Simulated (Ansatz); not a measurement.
The system is V.

```
CELL_PARAMETERS angstrom
0.00000 1.89500 1.89500
1.89500 0.00000 1.89500
1.89500 1.89500 0.00000
ATOMIC_POSITIONS crystal
V 0.00000 0.00000 0.00000
```

This isn't the form of V at room conditions, which is bcc.

```yaml
Program: Ansatz 0.2.0
Task: single point
Functional: PBE
Potentials_or_basis: Ansatz PAW
Cutoff: "420 eV (not typed: the program's choice for these potentials)"
k_mesh: 12 × 12 × 12
Occupations: fermi-dirac, width 0.05 eV
Spin: collinear spin, ferromagnetic start
Starting_moments: "[2.0] μB"
```

On this cell: pressure 3.8 GPa; net moment 0.00 μB per cell; band gap on the k mesh none (metal or under the smearing width).

The same run follows on a disturbed copy (cell strained at random at fixed volume):

```
V
1.0
    -0.04747    1.88866    1.88323
     1.86445   -0.04351    1.87927
     1.85524    1.87549   -0.03430
V
1
Direct
  0.98639 0.98489 0.01687
```

Q: What changes?

A: The energy (extrapolated to zero smearing) moves by +1.7 meV/atom; pressure 3.7 GPa; net moment 0.00 μB per cell; band gap on the k mesh none (metal or under the smearing width).

Stress tensor (GPa, compression positive):
```
2.15 0.47 0.49
0.47 4.92 0.42
0.49 0.42 4.06
```

Caveats: the starting moments weren't kept.
